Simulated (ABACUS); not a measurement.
**TePb under changes of volume**

One of the cells (33.730 Å³/atom); the others are scaled copies at fixed shape and fractional positions:

```
CELL_PARAMETERS angstrom
0.00000 3.23100 3.23100
3.23100 0.00000 3.23100
3.23100 3.23100 0.00000
ATOMIC_POSITIONS crystal
Pb 0.00000 0.00000 0.00000
Te 0.50000 0.50000 0.50000
```

| Property | Result |
| --- | --- |
| Program | ABACUS 3.10.1 |
| Functional | r2SCAN |
| Potentials or basis | SG15 ONCV 1.2 PBE |
| Cutoff | 1306 eV |
| Density cutoff | 5225 eV |
| Basis | plane waves |
| k mesh | 4 × 4 × 4 |
| Occupations | fermi-dirac, width 0.05 eV |
| Spin | no spin polarisation |

| volume (Å³/atom) | energy over the lowest point (meV/atom) | pressure (GPa) | gap on the mesh (eV) |
| --- | --- | --- | --- |
| 31.706 | 23.84 | 3.6 | 0.99 |
| 32.380 | ? | ? | ? |
| 33.055 | 3.35 | 1.3 | 1.09 |
| 33.730 | 0.00 | 0.3 | 1.13 |
| 34.404 | 2.25 | -0.5 | 1.16 |
| 35.079 | 6.16 | -1.3 | 1.19 |
| 35.753 | 13.16 | -2.0 | 1.22 |

What does the run at 32.380 Å³/atom give?

Energy over the lowest point 11.13 meV/atom; pressure 2.4 GPa; gap on the mesh 1.04 eV.

Worked out: A Birch-Murnaghan fit of order 3 (a polynomial in V^(-2/3)) to the other rows has its minimum at 33.82 Å³/atom with B0 = V·E''(V) = 45 GPa (rough, since the energies scatter). It gives 10.54 meV/atom at 32.380 Å³/atom, against the run's 11.13, and -dE/dV = 2.4 GPa, against 2.4. A parabola through the other rows of the gap, of slope 2.33 eV per unit of ln V (its deformation potential) there, gives 1.04 eV, against the run's 1.04.

Energies are extrapolated to zero smearing.

Caveats: some runs use coarse meshes; the potentials were made for another functional, which shifts forces and pressure; spin-orbit coupling is left out, which as a rule narrows the gap of such compounds by several tenths of an eV.

A mesh can miss the band edges.
